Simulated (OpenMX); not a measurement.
Set up this calculation in OpenMX 3.8.5, as the native input.

```yaml
Task: single point
Functional: PBE
Potentials_or_basis: OpenMX 2013 PBE set, Si7.0-s2p2d1, O6.0-s2p2d1, grid cutoff 400 Ry
k_mesh: 7 × 7 × 7
Occupations: fermi-dirac, width 0.05 eV
Spin: no spin polarisation
Mixing_scheme: rmm-diisk
SCF_threshold: 1e-08 Ha
Solver: band
Max_SCF_cycles: 100
```

The system is SiO2.

```
Si O
1.0
    -4.47204    4.47204    2.61177
     4.47204   -4.47204    2.61177
     4.47204    4.47204   -2.61177
Si O
4 8
Direct
  0.82433 0.82929 0.64620
  0.16959 0.82236 0.99661
  0.82669 0.18625 0.00598
  0.16963 0.17381 0.34943
  0.00670 0.79708 0.79085
  0.20778 0.00710 0.21232
  0.79334 0.99524 0.79106
  0.00668 0.21089 0.20916
  0.99958 0.99965 0.49586
  0.49580 0.00083 0.00279
  0.99765 0.49366 0.99968
  0.49814 0.49779 0.49793
```

The cell comes from a database or a generator and needn't be the stable form of this composition.

The cell isn't the ideal one: atoms moved at random, drawn with an rms of 0.05 Å.

These files were run (other wordings do the same):

SiO2.dat

```
System.CurrrentDirectory             ./
System.Name                          SiO2
DATA.PATH                            ./DFT_DATA13
level.of.stdout                      1
level.of.fileout                     0
Species.Number                       2
<Definition.of.Atomic.Species
  Si  Si7.0-s2p2d1           Si_PBE13
  O   O6.0-s2p2d1            O_PBE13
Definition.of.Atomic.Species>

Atoms.Number                         12
Atoms.SpeciesAndCoordinates.Unit     FRAC
<Atoms.SpeciesAndCoordinates
    1  Si    0.8243330000    0.8292860000    0.6461970000   2.000  2.000
    2  Si    0.1695900000    0.8223620000   -0.0033930000   2.000  2.000
    3  Si    0.8266850000    0.1862520000    0.0059840000   2.000  2.000
    4  Si    0.1696330000    0.1738080000    0.3494310000   2.000  2.000
    5  O     0.0066960000    0.7970840000    0.7908490000   3.000  3.000
    6  O     0.2077780000    0.0071020000    0.2123220000   3.000  3.000
    7  O     0.7933450000   -0.0047570000    0.7910620000   3.000  3.000
    8  O     0.0066750000    0.2108910000    0.2091550000   3.000  3.000
    9  O    -0.0004200000   -0.0003530000    0.4958600000   3.000  3.000
   10  O     0.4958030000    0.0008330000    0.0027850000   3.000  3.000
   11  O    -0.0023460000    0.4936580000   -0.0003190000   3.000  3.000
   12  O     0.4981390000    0.4977890000    0.4979250000   3.000  3.000
Atoms.SpeciesAndCoordinates>

Atoms.UnitVectors.Unit               Ang
<Atoms.UnitVectors
    -4.4720405200    4.4720405200    2.6117703500
     4.4720405200   -4.4720405200    2.6117703500
     4.4720405200    4.4720405200   -2.6117703500
Atoms.UnitVectors>

scf.XcType                           GGA-PBE
scf.SpinPolarization                 off
scf.ElectronicTemperature            580.226
scf.energycutoff                     400.0
scf.maxIter                          100
scf.EigenvalueSolver                 band
scf.Kgrid                            7 7 7
scf.Mixing.Type                      rmm-diisk
scf.Init.Mixing.Weight               0.05
scf.Min.Mixing.Weight                0.001
scf.Max.Mixing.Weight                0.3
scf.Mixing.History                   25
scf.Mixing.StartPulay                8
scf.criterion                        1.0e-8
scf.stress.tensor                    on
MD.Type                              nomd
```

Potentials or basis: OpenMX 2013 PBE set, Si7.0-s2p2d1, O6.0-s2p2d1, grid cutoff 400 Ry.

Command:

```console
$ openmx SiO2.dat -nt 1 > SiO2.std
```

It gave:

```yaml
Pressure: 8.4 GPa
Largest_force: 4.169 eV/Å
Band_gap_on_the_k_mesh: 6.07 eV, indirect (least direct gap 6.10 eV)
Mulliken_charges: Si +1.06, +1.08, +1.09; O -0.54, -0.53 e
```

Caveat: Mulliken charges move with the basis; an odd mesh through Γ misses points on the zone boundary, where band edges often lie; the basis of atomic orbitals isn't converged, which shifts pressures, moduli and gaps.

Wall time 6.9 min on 1 thread of Arm Neoverse V1 (shared host), peak memory 1.2 GiB.
